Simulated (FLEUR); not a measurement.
**KBr under changes of volume**

One of the cells (35.937 Å³/atom); the others are scaled copies at fixed shape and fractional positions:

```
Br K
1.0
     0.00000    3.30000    3.30000
     3.30000    0.00000    3.30000
     3.30000    3.30000    0.00000
Br K
1 1
Cartesian
  3.3000 3.3000 3.3000
  0.0000 0.0000 0.0000
```

| Item | Value |
| --- | --- |
| Program | FLEUR MaX-R8.1 (later development tree) |
| Functional | PBE |
| Potentials or basis | all-electron |
| Basis | FLAPW |
| Kmax | 3.8 1/bohr |
| k mesh | 7 × 7 × 7 |
| Occupations | fermi-dirac, width 0.05 eV |
| Spin | no spin polarisation |

```csv
volume (Å³/atom),energy over the lowest point (meV/atom),gap on the mesh (eV)
33.781,20.94,4.61
34.500,13.35,4.55
35.218,7.65,4.49
35.937,3.64,4.44
36.656,1.14,4.38
37.374,0.00,4.33
38.093,?,?
```

Task: What does the run at 38.093 Å³/atom give?

Result: Energy over the lowest point 0.09 meV/atom; gap on the mesh 4.28 eV.

Worked out: A Birch-Murnaghan fit of order 3 (a polynomial in V^(-2/3)) to the other rows has its minimum at 37.68 Å³/atom, just outside them, with B0 = V·E''(V) = 13.6 GPa and B' = 4.7. It gives 0.08 meV/atom at 38.093 Å³/atom, against the run's 0.09. A straight line through the other rows of the gap, of slope -2.77 eV per unit of ln V (its deformation potential), extrapolates to 4.28 eV, against the run's 4.28.

Energies are extrapolated to zero smearing.

Caveats: an odd mesh through Γ misses points on the zone boundary, where band edges often lie (some runs). Spin-orbit coupling on Br is left out.
